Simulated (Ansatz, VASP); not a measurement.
## Al in VASP and in Ansatz

INCAR

```
ALGO = Fast ; EDIFF = 1E-6
ENCUT = 520 ; ISIF = 2
ISMEAR = -1 ; LASPH = True
LCHARG = False ; LREAL = False
LWAVE = False ; NBANDS = 10
NELM = 100 ; PREC = Accurate
SIGMA = 0.1
```

KPOINTS

```
k-points
0
Gamma
  14 14 8
```

File POSCAR:

```
Al
1.0
    2.8359830124      0.0000000000      0.0000000000
   -1.4179915062      2.4560333335      0.0000000000
    0.0000000000      0.0000000000      4.5733534749
Al
2
Direct
    0.3333333333      0.6666666667      0.2500000000
    0.6666666667      0.3333333333      0.7500000000
```

Input for Ansatz:

```yaml
crystal:
  lattice:
    - [2.8359830124, 0.0, 0.0]
    - [-1.4179915062, 2.4560333335, 0.0]
    - [0.0, 0.0, 4.5733534749]
  atoms:
    - { symbol: Al, position: [0.3333333333, 0.6666666667, 0.25] }
    - { symbol: Al, position: [0.6666666667, 0.3333333333, 0.75] }
hamiltonian:
  xc: lda
  pseudopotentials:
    kind: paw
    azcp:
      Al: "pseudopotentials/Al.paw.azcp"
basis:
  ecutwfc: 420
  fft_grid_basis: typed
kpoints:
  mp_grid: { grid: [14, 14, 8], shift: [0, 0, 0] }
magnetization:
  spin_polarized: false
scf:
  occupations: { method: fermi_dirac, width: 0.1 }
  lower_state_search: "off"
output:
  stress: true
  write_density: true
  write_potential: true
  elf: true
  volumetric_format: npy
```

Alike in both runs: task single point; functional LDA; k mesh 14 × 14 × 8; occupations fermi-dirac, width 0.1 eV; no spin polarisation.

|  | VASP | Ansatz |
| --- | --- | --- |
| version | VASP 6.6.1 | Ansatz 0.2.0 |
| potentials or method | VASP PAW LDA potentials, release 64 (Al) | plane waves (420 eV) with PAW, scalar-relativistic |
| plane-wave cutoff (eV) | 520 | 420 |
| valence electrons in the cell | 6 | 6 |

Ansatz gave:

* pressure (GPa): 0.0
* largest component of the traceless stress (GPa): 1.20

Question: What did VASP give for the same quantities?

Answer: Pressure (GPa): 0.1; largest component of the traceless stress (GPa): 1.21.

Ansatz warned: «pseudo_functional_mismatch».
